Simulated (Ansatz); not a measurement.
# ScAl: the cost of one run

Method: DFT PBEsol, scalar-relativistic, plane waves, PAW, in Ansatz 0.2.0.

2 further runs of the same task are left out: 2 set aside as unsound or not needed.

**1. The structure to begin with**

The structure is cubic, space group Pm-3m (No. 221). The conventional cell has a = 3.344 Å, b = 3.344 Å, c = 3.344 Å, α = 90.00°, β = 90.00°, γ = 90.00°. Sc (site symmetry m-3m) has 8 Al at 2.90 Å as nearest neighbours. Al (site symmetry m-3m) is surrounded by 8 Sc at 2.90 Å.

Coordinates:

```
Sc Al
1.0
     3.34440    0.00000    0.00000
     0.00000    3.34440    0.00000
     0.00000    0.00000    3.34440
Sc Al
1 1
Direct
  0.50000 0.50000 0.50000
  0.00000 0.00000 0.00000
```

It goes back to an entry of the Materials Project, which need not be the stable form.

This cell was relaxed beforehand with the same method: volume 18.70 Å³/atom, gap on the mesh none (metal).

**2. Zero strain**

input.yaml

```yaml
crystal:
  lattice:
    - [3.3444038963, 0.0, 0.0]
    - [0.0, 3.3444038963, 0.0]
    - [0.0, 0.0, 3.3444038963]
  atoms:
    - { symbol: Sc, position: [0.5, 0.5, 0.5] }
    - { symbol: Al, position: [0.0, 0.0, 0.0] }
basis:
  ecutwfc: 420
kpoints:
  mp_grid: { grid: [16, 16, 16] }
hamiltonian:
  xc: pbesol
scf:
  occupations: { method: gaussian, width: 0.1 }
output:
  forces: true
  stress: true
  eigenvalues: true
```

The run is started by

```console
ansatz run input.yaml --threads 1 --pin off --max-ram 2560MiB --backend cpu --events-out ev --progress --plain --runs-dir out
```

Q: Estimate wall time and peak memory on 1 thread of Intel Xeon Platinum 8375C at 2.90GHz (Ice Lake), shared host.

About 3 s, with a peak of 0.41 GiB.
